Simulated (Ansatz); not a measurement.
How much do the gradients of SiO2 depend on the method?

Cell: a Materials Project structure (computed, not necessarily an observed phase), taken as it stands.

```cif
data_SiO2
_symmetry_space_group_name_H-M 'P-4n2'
_symmetry_Int_Tables_number 118
_cell_length_a 6.8576
_cell_length_b 6.8576
_cell_length_c 7.0331
_cell_angle_alpha 90.000
_cell_angle_beta 90.000
_cell_angle_gamma 90.000
loop_
_atom_site_label
_atom_site_type_symbol
_atom_site_symmetry_multiplicity
_atom_site_Wyckoff_symbol
_atom_site_fract_x
_atom_site_fract_y
_atom_site_fract_z
Si Si 8 i 0.2058 0.4510 0.9492
O9 O 8 i 0.1569 0.8180 0.5832
O12 O 4 h 0.0000 0.5000 0.0503
O13 O 4 g 0.1608 0.3392 0.7500
```

One atom of each set is listed.

First run. Computed with Ansatz: DFT, PBE, plane waves and PAW, scalar-relativistic, 420 eV cutoff, Γ-centred 4×4×3 k-points, Fermi–Dirac smearing 0.02 eV.

```json
{"site": "Si", "V_zz (10²¹ V/m²)": "2.00", "η": "0.90"}
{"site": "O9", "V_zz (10²¹ V/m²)": "9.14", "η": "0.33"}
{"site": "O12", "V_zz (10²¹ V/m²)": "8.67", "η": "0.36"}
{"site": "O13", "V_zz (10²¹ V/m²)": "10.15", "η": "0.05"}
```

Second run. The same atoms and settings, except that the functional is r2SCAN and the cutoff is 500 eV.

Q: What does the second run give?

A: 

```csv
site,V_zz,η,change of V_zz
Si,1.95,0.92,-0.05
O9,9.06,0.32,-0.08
O12,8.57,0.36,-0.10
O13,10.04,0.05,-0.11
```

The largest change of V_zz is on O13, from 10.15 to 10.04. In per cent, |V_zz| changes by -2 on Si, -1 on O (all sites that start above 0.5).

For the first run: At this cell the principal stresses reach 5 GPa in size with PBE, which can matter for small gradients. The largest force is 0.4 eV/Å, so the atoms aren't at the calculated equilibrium and relaxing them would move these values.
